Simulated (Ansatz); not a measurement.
# Br: the cost of one run

Computed with Ansatz 0.2.0 (DFT PBE+D3(BJ), scalar-relativistic, plane waves, PAW, unless a step's input says otherwise).

13 further runs of the same task are left out: 13 set aside as unsound or not needed.

**1. The system as given**

Symmetry: I4/mmm, No. 139, tetragonal system. Conventional cell: a = 2.847 Å, b = 2.847 Å, c = 7.155 Å, α = 90.00°, β = 90.00°, γ = 90.00°. Br (site symmetry 4/mmm) is surrounded by 4 Br at 2.85 Å.

As a file:

```cif
data_structure
_symmetry_space_group_name_H-M 'P 1'
_symmetry_Int_Tables_number 1
_cell_length_a 4.1050
_cell_length_b 4.1050
_cell_length_c 4.1050
_cell_angle_alpha 139.421
_cell_angle_beta 139.421
_cell_angle_gamma 58.734
_cell_volume 29.00
loop_
_atom_site_label
_atom_site_type_symbol
_atom_site_fract_x
_atom_site_fract_y
_atom_site_fract_z
_atom_site_occupancy
Br1 Br 0.00000 0.00000 0.00000 1
```

Source of the structure: the Materials Project (structure only).

**6. The grid**

The energy is mapped over two homogeneous strains (x along [1 0 0], y along [0 1 0], z along [0 0 1] of the conventional cell).

- equal engineering shear yz, xz and xy: 7 values from −4.00 to 4.00 %
- equal normal strain along x, y and z: 7 values from −5.00 to 5.00 %

Nothing else is relaxed (symmetry fixes all fractional coordinates). Energies count from the relaxed crystal. Points are written as (first, second).

(The set-up runs are not shown.)

**7. Point (−4.00 %, 5.00 %)**

The input, input.yaml:

```yaml
crystal:
  lattice:
    - [-1.5922299492, 1.4501013981, 3.7308744681]
    - [1.4501013981, -1.5922299492, 3.7308744681]
    - [1.5353639428, 1.5353639428, -3.7877404745]
  atoms:
    - { symbol: Br, position: [0.0, 0.0, 0.0] }
basis:
  ecutwfc: 420
kpoints:
  mp_grid: { grid: [22, 22, 22] }
hamiltonian:
  xc: pbe
  dispersion: d3bj
scf:
  occupations: { method: gaussian, width: 0.15 }
output:
  forces: true
  stress: true
  eigenvalues: true
  write_density: true
  write_potential: true
  elf: true
  volumetric_format: npy
```

The run is started by

```sh
$ ansatz run input.yaml --threads 1 --pin off --max-ram 2048MiB --backend cpu --events-out ev --progress --plain --runs-dir out
```

**Question.** How long does this run take on 1 thread of Intel Xeon 6975P-C (Granite Rapids), shared host, and how much memory does it need?

About 30 s, with a peak of 1.1 GiB.
